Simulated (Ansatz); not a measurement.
**Al3Ru2: straining the crystal, biaxial strain in the a-b plane**

The task here is to estimate one member of a computed series from the others.

Computed with Ansatz 0.2.0 (DFT r2SCAN, scalar-relativistic, plane waves, PAW, unless a step's input says otherwise).

2 further runs of the same task are left out: 2 set aside as unsound or not needed.

**The starting structure**

The structure is tetragonal, space group I4/mmm (No. 139). Conventional cell: a = 3.077 Å, b = 3.077 Å, c = 14.274 Å, α = 90.00°, β = 90.00°, γ = 90.00°. Al (site symmetry 4/mmm) is surrounded by 8 Ru at 2.65 Å and 2 Al at 2.77 Å. Al (site symmetry 4mm) has 5 Ru at 2.51 to 2.86 Å and 5 Al at 2.70 to 2.77 Å as nearest neighbours. Around Ru (site symmetry 4mm) lie 9 Al at 2.51 to 2.86 Å.

Coordinates:

```cif
data_structure
_symmetry_space_group_name_H-M 'P 1'
_symmetry_Int_Tables_number 1
_cell_length_a 3.0773
_cell_length_b 3.0773
_cell_length_c 14.2743
_cell_angle_alpha 90.000
_cell_angle_beta 90.000
_cell_angle_gamma 90.000
_cell_volume 135.18
loop_
_atom_site_label
_atom_site_type_symbol
_atom_site_fract_x
_atom_site_fract_y
_atom_site_fract_z
_atom_site_occupancy
Al1 Al 0.00000 0.00000 0.00000 1
Al2 Al 0.50000 0.50000 0.30615 1
Al3 Al 0.00000 0.00000 0.19385 1
Al4 Al 0.50000 0.50000 0.50000 1
Al5 Al 0.00000 0.00000 0.80615 1
Al6 Al 0.50000 0.50000 0.69385 1
Ru1 Ru 0.50000 0.50000 0.10592 1
Ru2 Ru 0.00000 0.00000 0.39408 1
Ru3 Ru 0.00000 0.00000 0.60592 1
Ru4 Ru 0.50000 0.50000 0.89408 1
```

It goes back to an entry of the Materials Project, which need not be the stable form.

Set-up of the first run:

Input file input.yaml:

```yaml
crystal:
  lattice:
    - [3.0773144125, 0.0, 0.0]
    - [0.0, 3.0773144125, 0.0]
    - [0.0, 0.0, 14.2743170073]
  atoms:
    - { symbol: Al, position: [0.0, 0.0, 0.0] }
    - { symbol: Al, position: [0.5, 0.5, 0.3061492635] }
    - { symbol: Al, position: [0.0, 0.0, 0.1938507365] }
    - { symbol: Al, position: [0.5, 0.5, 0.5] }
    - { symbol: Al, position: [0.0, 0.0, 0.8061492635] }
    - { symbol: Al, position: [0.5, 0.5, 0.6938507365] }
    - { symbol: Ru, position: [0.5, 0.5, 0.1059185309] }
    - { symbol: Ru, position: [0.0, 0.0, 0.3940814691] }
    - { symbol: Ru, position: [0.0, 0.0, 0.6059185309] }
    - { symbol: Ru, position: [0.5, 0.5, 0.8940814691] }
basis:
  ecutwfc: 500
kpoints:
  mp_grid: { grid: [12, 12, 4] }
hamiltonian:
  xc: r2scan
scf:
  occupations: { method: gaussian, width: 0.1 }
output:
  forces: true
  stress: true
  eigenvalues: true
```

Launch:

```bash
> ansatz run input.yaml --threads 1 --pin off --max-ram 2560MiB --backend cpu --events-out ev --progress --plain --runs-dir out
```

Among the steps run: The unstrained reference; At -1.5 %; Strain +1.5 %; At -3.0 %.

One table of the session follows, with a row left open; its other results are not shown here.

| strain (%) | ΔE (meV/atom) | a (Å) | b (Å) | c (Å) |
| --- | --- | --- | --- | --- |
| -3.0 | 28.9 | 2.985 | 2.985 | 14.681 |
| -1.5 | ? | ? | ? | ? |
| +0.0 | 0.0 | 3.077 | 3.077 | 14.274 |
| +1.5 | 7.7 | 3.123 | 3.123 | 14.130 |

Estimate the missing values for strain (%) = -1.5.

Worked estimate for «ΔE (meV/atom)». A straight line through the neighbours (-3.0, 28.9) and (0.0, 0.0) gives 28.9 + (0.0 − 28.9) × (-1.5 + 3.0) / (0.0 + 3.0) = 14.5; a parabola fitted to 3 rows on both sides gives 7.1.

The run gave: ΔE (meV/atom): 6.7; a (Å): 3.031; b (Å): 3.031; c (Å): 14.466. In «ΔE (meV/atom)» the line misses by +7.8 and the parabola by +0.4.

ΔE is over the unstrained cell. Stress in GPa, positive in compression, on the Cartesian axes of the input. 
